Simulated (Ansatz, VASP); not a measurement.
# Two plane-wave programs on B

The input INCAR:

```
ALGO = Normal
EDIFF = 1E-6
EDIFFG = -0.01
ENCUT = 600
GGA = PE
IBRION = 2
ISIF = 3
ISMEAR = 0
LASPH = T
LCHARG = F
LREAL = F
LWAVE = F
NELM = 100
NSW = 100
PREC = Accurate
SIGMA = 0.1
```

Contents of KPOINTS:

```
k-points
0
Gamma
  12 12 12
```

Contents of POSCAR:

```
B
1.0
    2.4555905373      1.4177358577      1.6618384822
   -2.4555905373      1.4177358577      1.6618384822
    0.0000000000     -2.8354717155      1.6618384822
B
5
Direct
    0.1804658072      0.1804658072      0.1804658072
    0.8195341928      0.8195341928      0.8195341928
    0.6638372524      0.3361627476      0.0000000000
    0.0000000000      0.6638372524      0.3361627476
    0.3361627476      0.0000000000      0.6638372524
```

Input for Ansatz:

```yaml
crystal:
  lattice:
    - [2.4555905373, 1.4177358577, 1.6618384822]
    - [-2.4555905373, 1.4177358577, 1.6618384822]
    - [0.0, -2.8354717155, 1.6618384822]
  atoms:
    - { symbol: B, position: [0.1804658072, 0.1804658072, 0.1804658072] }
    - { symbol: B, position: [0.8195341928, 0.8195341928, 0.8195341928] }
    - { symbol: B, position: [0.6638372524, 0.3361627476, 0.0] }
    - { symbol: B, position: [0.0, 0.6638372524, 0.3361627476] }
    - { symbol: B, position: [0.3361627476, 0.0, 0.6638372524] }
basis:
  ecutwfc: 420
kpoints:
  mp_grid: { grid: [12, 12, 12] }
hamiltonian:
  xc: pbe
scf:
  occupations: { method: gaussian, width: 0.1 }
output:
  forces: true
  stress: true
  eigenvalues: true
relax:
  adjacent_minimum: "off"
  f_tol: 0.01
  max_steps: 80
  cell: { stress_tol: 0.05 }
```

Alike in both runs: task relaxation of cell and atoms; functional PBE; k mesh 12 × 12 × 12; occupations gaussian, width 0.1 eV; no spin polarisation.

```csv
,VASP,Ansatz
version,VASP 6.6.1,Ansatz 0.2.0
potentials or method,"VASP PAW PBE potentials, release 64 (B)","scalar-relativistic, plane waves, PAW"
plane-wave cutoff (eV),600,420
valence electrons in the cell,15,15
```

|  | VASP | Ansatz | Ansatz less VASP |
| --- | --- | --- | --- |
| gap on the k mesh at the Fermi level, each at its own relaxed structure (eV) | none | none | - |
| relaxed volume (Å³/atom) | 6.94 | 6.94 | 0.000 |
| relaxed cell length with the largest relative difference (Å) | 3.287 | 3.287 | -0.0001 |

A gap of «none» marks a metal or a gap that the smearing closes.
